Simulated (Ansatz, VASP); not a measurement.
AgCl in VASP and in Ansatz

File INCAR:

```
SYSTEM = AgCl
PREC = Accurate ; ENCUT = 520
EDIFF = 1E-6 ; ISMEAR = -1
SIGMA = 0.03 ; LREAL = .FALSE.
LASPH = .TRUE. ; NELM = 80
ALGO = Normal ; ISIF = 2
LWAVE = .FALSE. ; LCHARG = .FALSE.
GGA = PE ; NBANDS = 16
```

KPOINTS

```
regular mesh
0
G
  11 11 11
  0 0 0
```

Contents of POSCAR:

```
AgCl
1.0
    0.0000000000      2.9682291506      2.9682291506
    2.9682291506      0.0000000000      2.9682291506
    2.9682291506      2.9682291506      0.0000000000
Ag Cl
1 1
Direct
    0.0000000000      0.0000000000      0.0000000000
    0.2500000000      0.2500000000      0.2500000000
```

Input for Ansatz:

```yaml
crystal:
  lattice:
    - [0.0, 2.9682291506, 2.9682291506]
    - [2.9682291506, 0.0, 2.9682291506]
    - [2.9682291506, 2.9682291506, 0.0]
  atoms:
    - { symbol: Ag, position: [0.0, 0.0, 0.0] }
    - { symbol: Cl, position: [0.25, 0.25, 0.25] }
kpoints:
  mp_grid: { grid: [11, 11, 11] }
scf:
  occupations: { method: fermi_dirac, width: 0.03 }
hamiltonian:
  xc: pbe
  pseudopotentials: { kind: all_electron, lapw: { basis_error: 0.001 } }
output:
  forces: true
  stress: true
  eigenvalues: true
```

Change from the starting cell: volume scaled by 0.9405.

Alike in both runs: task single point; functional PBE; k mesh 11 × 11 × 11; occupations fermi-dirac, width 0.03 eV; no spin polarisation.

|  | VASP | Ansatz |
| --- | --- | --- |
| version | VASP 6.6.1 | Ansatz 0.2.0 |
| potentials or method | VASP PAW PBE potentials, release 64 (Ag, Cl) | all-electron LAPW, scalar-relativistic |
| plane-wave cutoff (eV) | 520 | see its input |

```tsv
	VASP	Ansatz	Ansatz less VASP
gap on the k mesh at the Fermi level (eV)	1.22	1.22	+0.002
pressure (GPa)	2.0	2.2	+0.13
```

Ansatz ran all-electron here, so the differences hold the error of VASP's frozen core and of both bases.

Caveats: an odd mesh through Γ misses points on the zone boundary, where band edges often lie.
